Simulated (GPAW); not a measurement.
MoS2: dielectric tensor with PBE

**The experiment to reproduce.**

From “Multiwavelength excitation Raman Scattering Analysis of bulk and 2 dimensional MoS2: Vibrational properties of atomically thin MoS2 layers”, 2015, arxiv:1506.03228, for a bulk crystal of MoS2 at 300 K: band gap 1.3 eV (indirect).

The system is MoS2.

```
Mo S
1.0
     3.16900    0.00000    0.00000
    -1.58450    2.74443    0.00000
     0.00000    0.00000   12.32400
Mo S
2 4
Direct
  0.66667 0.33333 0.75000
  0.33333 0.66667 0.25000
  0.66667 0.33333 0.37700
  0.33333 0.66667 0.87700
  0.66667 0.33333 0.12300
  0.33333 0.66667 0.62300
```

```json
{
  "Program": "GPAW 26.7.0",
  "Task": "dielectric tensor",
  "Functional": "PBE",
  "Potentials or basis": "GPAW PAW data sets (gpaw-data 1.2.1)",
  "Cutoff": "450 eV",
  "Basis": "pw",
  "k mesh": "8 × 8 × 2",
  "Occupations": "fermi-dirac, width 0.001 eV",
  "Spin": "no spin polarisation",
  "Response ecut": "80 eV",
  "Maxiter": "150",
  "Response k mesh": "12 × 12 × 3",
  "Response bands": "74",
  "Kernels": "[\"RPA\"]",
  "Coarser k mesh": "12 × 12 × 3"
}
```

```json
{
  "Band gap on the k mesh": "0.97 eV, indirect (least direct gap 1.91 eV)",
  "Electronic dielectric tensor (diagonal)": "13.57, 13.57, 5.87"
}
```

Electronic dielectric tensor:
```
13.57  0.00  0.00
 0.00 13.57  0.00
 0.00  0.00  5.87
```

Run time: 5 min on 1 thread of Arm Neoverse V2, on a shared host, peak memory 0.56 GiB.

Measured gap of MoS2: 1.3 eV (indirect; 300 K; “Multiwavelength excitation Raman Scattering Analysis of bulk and 2 dimensional MoS2: Vibrational properties of atomically thin MoS2 layers”, 2015, arxiv:1506.03228). This calculation gives 0.97 eV (-0.33 eV). Spin-orbit coupling on Mo is left out. The value is that of PBE on a finite k mesh, which can miss the band edges, without temperature or zero-point motion. Semilocal functionals fall short of measured gaps as a rule.

Caveat: the long-wavelength limit can be off by several per cent where d states take part; an odd mesh through Γ misses points on the zone boundary, where band edges often lie.
